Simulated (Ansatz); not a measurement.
Crystal: InAs.

```
In As
1.0
     0.00000    3.01800    3.01800
     3.01800    0.00000    3.01800
     3.01800    3.01800    0.00000
In As
1 1
Direct
  0.00000 0.00000 0.00000
  0.75000 0.75000 0.75000
```

```yaml
Program: Ansatz 0.2.0
Task: relaxation of cell and atoms
Functional: r2SCAN
Dispersion: rVV10
Potentials_or_basis: Ansatz PAW
Cutoff: "500 eV (not typed: the program's choice for these potentials)"
k_mesh: 8 × 8 × 8
Occupations: fermi-dirac, width 0.05 eV
Spin: no spin polarisation
```

At the start: volume 27.49 Å³/atom.

Task: How do energy, volume and symmetry change on relaxing?

Result: It ends after 4 steps and the volume is 28.14 Å³/atom (+2.4 %); space group F-43m (No. 216, to 0.05 Å).

The path:
```csv
step,energy change (eV),largest force (eV/Å),volume (Å³)
1,0.0000,0.0000,54.98
2,-0.0046,0.0000,56.80
3,-0.0055,0.0000,56.28
4,-0.0057,0.0000,56.28
```

Final structure:
```cif
data_structure
_symmetry_space_group_name_H-M 'P 1'
_symmetry_Int_Tables_number 1
_cell_length_a 4.3016
_cell_length_b 4.3016
_cell_length_c 4.3016
_cell_angle_alpha 60.000
_cell_angle_beta 60.000
_cell_angle_gamma 60.000
_cell_volume 56.28
loop_
_atom_site_label
_atom_site_type_symbol
_atom_site_fract_x
_atom_site_fract_y
_atom_site_fract_z
_atom_site_occupancy
In1 In 0.00000 0.00000 0.00000 1
As1 As 0.75000 0.75000 0.75000 1
```

Caveat: the plane-wave basis is chosen anew once the cell has moved, so the energies of steps on either side of that aren't comparable; the PAW data sets come from PBE, with cores solved anew for the run's functional, which leaves a small shift of forces and pressure.
